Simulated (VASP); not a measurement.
Crystal: TiO2 (Rutile).

```
Ti O
1.0
     4.59220    0.00000    0.00000
     0.00000    4.59220    0.00000
     0.00000    0.00000    2.95740
Ti O
2 4
Direct
  0.00000 0.00000 0.00000
  0.50000 0.50000 0.50000
  0.30496 0.30496 0.00000
  0.19504 0.80496 0.50000
  0.69504 0.69504 0.00000
  0.80496 0.19504 0.50000
```

| Property | Result |
| --- | --- |
| Program | VASP 6.6.1 |
| Task | relaxation of cell and atoms |
| Functional | LDA |
| Potentials or basis | VASP PAW LDA potentials, release 64 (Ti_sv, O) |
| Cutoff | 600 eV |
| k mesh | 6 × 6 × 10 |
| Occupations | gaussian, width 0.03 eV |
| Spin | no spin polarisation |

At the start: pressure -7.1 GPa; volume 10.39 Å³/atom.

Task: Where does the relaxation end?

Result: Over 6 steps the energy falls by 7.1 meV/atom and the volume is 10.09 Å³/atom (-3.0 %); space group P4_2/mnm (No. 136, to 0.05 Å).

Step by step:
```
step  energy change (eV)  largest force (eV/Å)  pressure (GPa)  volume (Å³)
   1              0.0000                0.0015           -7.06        62.37
   2              0.0417                0.3951           11.32        58.32
   3             -0.0402                0.1495           -0.08        60.66
   4             -0.0402                0.1527            0.01        60.62
   5             -0.0424                0.0155            0.03        60.53
   6             -0.0424                0.0011            0.07        60.52
```

Final structure:
```cif
data_structure
_symmetry_space_group_name_H-M 'P 1'
_symmetry_Int_Tables_number 1
_cell_length_a 4.5515
_cell_length_b 4.5515
_cell_length_c 2.9215
_cell_angle_alpha 90.000
_cell_angle_beta 90.000
_cell_angle_gamma 90.000
_cell_volume 60.52
loop_
_atom_site_label
_atom_site_type_symbol
_atom_site_fract_x
_atom_site_fract_y
_atom_site_fract_z
_atom_site_occupancy
Ti1 Ti 0.00000 0.00000 0.00000 1
Ti2 Ti 0.50000 0.50000 0.50000 1
O1 O 0.30383 0.30383 0.00000 1
O2 O 0.19617 0.80383 0.50000 1
O3 O 0.69617 0.69617 0.00000 1
O4 O 0.80383 0.19617 0.50000 1
```
